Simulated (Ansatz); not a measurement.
Crystal: Eu.

```xyz
1
Lattice="0.0000 2.7893 2.7893 2.7893 0.0000 2.7893 2.7893 2.7893 0.0000" Properties=species:S:1:pos:R:3 pbc="T T T"
Eu    0.0000    0.0000    0.0000
```

This isn't the form of Eu at room conditions, which is bcc.

Base run:

- Program: Ansatz 0.2.0
- Functional: PBE
- Potentials or basis: Ansatz PAW
- Cutoff: 420 eV (not typed: the program's choice for these potentials)
- k mesh: 8 × 8 × 8
- Occupations: fermi-dirac, width 0.05 eV
- Spin: no spin polarisation

Its results: band gap on the k mesh none (metal or under the smearing width); pressure -4.0 GPa.

Problem. The run is repeated on the same cell with these changes: spin from no spin polarisation to collinear spin, random start. What comes out?

Solution. Band gap on the k mesh none (metal or under the smearing width); pressure -0.6 GPa; net moment 7.53 μB per cell; site moments Eu +7.20 μB.

Caveats: spin-orbit coupling is left out, which moves the levels of the heavy elements (some runs).
